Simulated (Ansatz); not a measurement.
**Structures of SnSe: which is lowest?**

Plane-wave DFT in Ansatz with scalar-relativistic PAW potentials, cutoff 420 eV, Γ-centred meshes chosen by cell and gap, Gaussian smearing with energies taken to zero width. Every cell was relaxed (cell and atoms) in a run of its own, within the symmetry of its start. Functional: PBE+D3(BJ).

Relaxed structures (starts from databases or built by putting these elements on another compound's sites):
A. Pnma, 8 atoms in the computed cell, a = 11.484 Å, b = 4.167 Å, c = 4.388 Å; sites (symmetry × multiplicity) Sn .m. × 4, Se .m. × 4; start: database
B. Cmcm, 4 atoms in the computed cell, a = 4.231 Å, b = 11.576 Å, c = 4.224 Å; sites (symmetry × multiplicity) Sn m2m × 4, Se m2m × 4; start: database
C. Fm-3m, 4 atoms in the computed cell, a = 5.971 Å; sites (symmetry × multiplicity) Sn m-3m × 4, Se m-3m × 4; start: database

**Question.** Rank them by energy. Could pressure change the order?

**Answer.**
| structure | group | E − E(lowest) (meV/atom) | V (Å³/atom) | gap on mesh (eV) |
| --- | --- | --- | --- | --- |
| A | Pnma | 0.0 | 26.25 | 0.57 |
| C | Fm-3m | 2.4 | 26.61 | 0.40 |
| B | Cmcm | 6.6 | 25.86 | 0.30 |

A is lowest, 2 meV/atom under C. The two lowest differ in volume by under 3 %, too little for a first-order estimate of what pressure does to that pair (other pairs aren't weighed here); with rigid cells even 3 % in favour of the higher one would need about 0 GPa. Other structures may lie lower than all of these, and vibrations aren't counted.

An atom lies near a switch of its D3 coefficient C6 between reference coordination numbers, so the dispersion energy changes steeply there and can make or shift the minimum.